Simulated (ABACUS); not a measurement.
Here is an ABACUS 3.10.1 calculation.

File INPUT:

```
INPUT_PARAMETERS
suffix              ZnS
calculation         scf
basis_type          lcao
pseudo_dir          ./
orbital_dir         ./
symmetry            1
dft_functional      MGGA_X_R2SCAN+MGGA_C_R2SCAN
ecutwfc             100
pseudo_rcut         10
nspin               1
nbands              23
ks_solver           genelpa
smearing_method     fd
smearing_sigma      0.00367493
scf_thr             1e-07
scf_nmax            100
mixing_type         broyden
mixing_beta         0.7
cal_force           1
cal_stress          1
mixing_tau          1
out_mul             1
out_chg             1
```

Contents of STRU:

```
ATOMIC_SPECIES
Zn 65.3800 Zn_ONCV_PBE-1.2.upf
S 32.0600 S_ONCV_PBE-1.2.upf

NUMERICAL_ORBITAL
Zn_confined-atom_7au_3s2p2d1f.orb
S_confined-atom_7au_2s2p1d.orb

LATTICE_CONSTANT
1.8897261246

LATTICE_VECTORS
0.0000000000 2.7020000000 2.7020000000
2.7020000000 0.0000000000 2.7020000000
2.7020000000 2.7020000000 0.0000000000

ATOMIC_POSITIONS
Cartesian

Zn
0.0
1
4.0530000000 4.0530000000 4.0530000000 1 1 1

S
0.0
1
0.0000000000 0.0000000000 0.0000000000 1 1 1
```

Contents of KPT:

```
K_POINTS
0
Gamma
7 7 7 0 0 0
```

Potentials or basis: SG15 ONCV 1.2 PBE, DZP LCAO (the cutoffs set its grid).

The run is started by

```sh
$ OMP_NUM_THREADS=1 mpirun -np 4 abacus > log
```

Problem. Predict the pressure.

Solution. 1.1 GPa.

Problem. Estimate the band gap on the k mesh.

Solution. 2.74 eV, direct.

Problem. Estimate the Mulliken charges.

Solution. Zn +0.30; S -0.30 e.

Caveat: the atomic orbitals were generated for these runs and aren't a published set; the potentials were made for another functional, which shifts forces and pressure; the basis of atomic orbitals isn't converged, which shifts pressures, moduli and gaps.

**What was measured.**

From “Electronic, vibrational, and thermodynamic properties of ZnS (zincblende and rocksalt structure)”, 2009, arxiv:0911.5022, for a bulk crystal of ZnS at 19 K: band gap 3.85 eV (direct).

Against the measured gap of ZnS, 3.85 eV (direct; 19 K; quoted in “Electronic, vibrational, and thermodynamic properties of ZnS (zincblende and rocksalt structure)”, 2009, arxiv:0911.5022), the calculated 2.74 eV is off by -1.11 eV. The value is that of r2SCAN in an atomic basis (SG15 ONCV 1.2 PBE, DZP LCAO (the cutoffs set its grid)), whose error adds to the functional's,, without temperature or zero-point motion.
